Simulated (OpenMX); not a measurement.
Crystal: ZrO2.

```xyz
6
Lattice="3.5961 0.0000 0.0000 0.0000 3.5961 0.0000 0.0000 0.0000 5.1770" Properties=species:S:1:pos:R:3 pbc="T T T"
Zr    1.7980    1.7980    2.5885
Zr    0.0000    0.0000    0.0000
O     1.7980    0.0000    4.1261
O     1.7980    0.0000    1.5376
O     0.0000    1.7980    3.6394
O     0.0000    1.7980    1.0509
```

Base run:

| Property | Result |
| --- | --- |
| Program | OpenMX 3.8.5 |
| Functional | PBE |
| Potentials or basis | OpenMX 2013 PBE set, Zr7.0-s3p2d2, O6.0-s2p2d1, grid cutoff 400 Ry |
| k mesh | 5 × 5 × 5 |
| Occupations | fermi-dirac, width 0.05 eV |
| Spin | no spin polarisation |

Its results: band gap on the k mesh 3.61 eV, indirect (least direct gap 3.61 eV); pressure 10.1 GPa; largest force 0.026 eV/Å.

Problem. The run is repeated on the same cell with these changes: functional from PBE to LDA; potentials or basis from OpenMX 2013 PBE set, Zr7.0-s3p2d2, O6.0-s2p2d1, grid cutoff 400 Ry to OpenMX 2013 LDA set, Zr7.0-s3p2d2, O6.0-s2p2d1, grid cutoff 400 Ry. What comes out?

Solution. Band gap on the k mesh 3.52 eV, indirect (least direct gap 3.53 eV); pressure -2.0 GPa; largest force 0.089 eV/Å.

Caveats: the basis of atomic orbitals isn't converged, which shifts pressures, moduli and gaps.
